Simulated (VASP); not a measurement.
**SnO2 in VASP: how settings move the PBE single point**

The PBE single point of SnO2 (fluorite), under -5.1 % strain along x alone is repeated with altered inputs. Which of them can be trusted? This is a trial cell built on a prototype, not taken from a measured structure, and it needn't be the compound's ground state.

Program: VASP 6.6.1. PAW datasets, plane waves. All values are calculated for a non-magnetic (in the reference) cell, which may be hypothetical.

## Step 1: The structure to begin with

The cell comes from an earlier relaxation with r2SCAN in another program, then strained, with the atoms relaxed again. Some of the altered inputs switch spin polarisation on.

It is tetragonal, I4/mmm (No. 139); a = 3.583 Å, c = 4.808 Å in the conventional setting, 10.29 Å³ an atom. Around Sn lie 8 O at 2.16 Å; around O lie 4 Sn at 2.16 Å and 2 O at 2.40 Å.

Coordinates:

```xyz
3
Lattice="0.0000 2.5335 2.5335 2.4038 0.0000 2.5335 2.4038 2.5335 0.0000" Properties=species:S:1:pos:R:3 pbc="T T T"
Sn    0.0000    0.0000    0.0000
O     1.2019    1.2667    1.2667
O     3.6056    3.8002    3.8002
```

## Step 2: The reference run

INCAR

```
ENCUT = 520.000000
SIGMA = 0.020000
EDIFF = 1.00e-07
GGA = PE
PREC = Accurate
IBRION = -1
ISIF = 2
ISMEAR = -1
NBANDS = 20
NELM = 120
NSW = 0
LASPH = .TRUE.
LCHARG = .FALSE.
LWAVE = .FALSE.
LREAL = .FALSE.
```

KPOINTS

```
KPOINTS created by Atomic Simulation Environment
0
Gamma
8 8 8
0 0 0
```

POSCAR

```
Sn O
 1.0000000000000000
     0.0000000000000000    2.5334669715999998    2.5334669715999998
     2.4037534626000001    0.0000000000000000    2.5334669715999998
     2.4037534626000001    2.5334669715999998    0.0000000000000000
 Sn  O
   1   2
Cartesian
  0.0000000000000000  0.0000000000000000  0.0000000000000000
  1.2018767313000001  1.2667334857999999  1.2667334857999999
  3.6056301939000002  3.8002004573999999  3.8002004573999999
```

A file KPOINTS_OPT adds named points for the levels; it doesn't enter the self-consistent loop.

Potentials: the recommended PBE PAW datasets, 26 valence electrons.

Started as:

```
$ mpirun -np 1 vasp_std
```

## Step 3: Variant 1

INCAR

```
ENCUT = 520.000000
SIGMA = 0.020000
EDIFF = 1.00e-07
GGA = PE
IBRION = -1
ISIF = 2
ISMEAR = -1
NBANDS = 20
NSW = 0
LASPH = .TRUE.
LCHARG = .FALSE.
LWAVE = .FALSE.
LREAL = Auto
NELMDL = -12
PREC = Low
NELM = 71
```

KPOINTS is that of step 2.

POSCAR is that of step 2.

## Step 4: Variant 2

INCAR: that of step 2 with these lines changed.

```diff
@@ -15 +15,3 @@
 LREAL = .FALSE.
+ISPIN = 2
+MAGMOM = -0.5 0.5 0.5
```

KPOINTS is that of step 2.

POSCAR is that of step 2.

## Step 5: Variant 3

INCAR: that of step 2 with these lines changed.

```diff
@@ -15 +15,2 @@
 LREAL = .FALSE.
+NELECT = 26.1
```

KPOINTS is that of step 2.

POSCAR is that of step 2.

**Question.** What will these runs give? Wanted: for each run, changed; ending; energy change; pressure; electronic steps; usable.

**Answer**, as computed:

| run | changed | ending | energy change (meV/atom) | pressure (GPa) | gap on the mesh (eV; negative: overlap) | electronic steps | time | usable |
| --- | --- | --- | --- | --- | --- | --- | --- | --- |
| ref. | – | converged | 0 | 24.2 | 0.43 | 14 | 40 s | yes |
| 1 | LREAL = Auto, NELMDL = -12, PREC = Low, NELM = 71 | converged | -64.3 | 23.8 | 0.45 | 21 | 32 s | no |
| 2 | ISPIN = 2, MAGMOM = -0.5 0.5 0.5 | converged | 0.0 | 24.2 | – | 14 | 82 s | yes |
| 3 | NELECT = 26.1 | converged | – | 36.7 | – | 14 | 41 s | no |

**Reading.** Of 3 altered inputs, 2 ended normally on a faulty or unsound input, 1 gave usable results.
